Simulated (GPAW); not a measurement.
SnSe2:

```xyz
3
Lattice="3.8110 0.0000 0.0000 -1.9055 3.3004 0.0000 0.0000 0.0000 6.1360" Properties=species:S:1:pos:R:3 pbc="T T T"
Sn    0.0000    0.0000    0.0000
Se    1.9055    1.1001    4.6081
Se    0.0000    2.2003    1.5279
```

Base run:

```yaml
Program: GPAW 26.7.0
Functional: BEEF-vdW
Potentials_or_basis: GPAW PAW data sets (gpaw-data 1.2.1)
Cutoff: 600 eV
Basis: pw
k_mesh: 6 × 6 × 3
Occupations: fermi-dirac, width 0.05 eV
Spin: spin-orbit coupling, no magnetisation
```

Its results: band gap on the k mesh 0.81 eV, indirect (least direct gap 1.13 eV); largest force 0.896 eV/Å.

Q: The run is repeated on the same cell with these changes: functional from BEEF-vdW to BP86; potentials or basis from GPAW PAW data sets (gpaw-data 1.2.1) to PAW data sets generated in the run's folder for this functional. What comes out?

A: Band gap on the k mesh 0.70 eV, indirect (least direct gap 0.98 eV); largest force 0.767 eV/Å.

Caveats: spin-orbit coupling was added after a scalar SCF, so levels and gaps hold it while energy, forces, pressure and moments don't; this program's spin-orbit splittings come out too wide for heavy elements; the PAW data sets were made with another functional, which shifts forces and pressure a little (some runs).
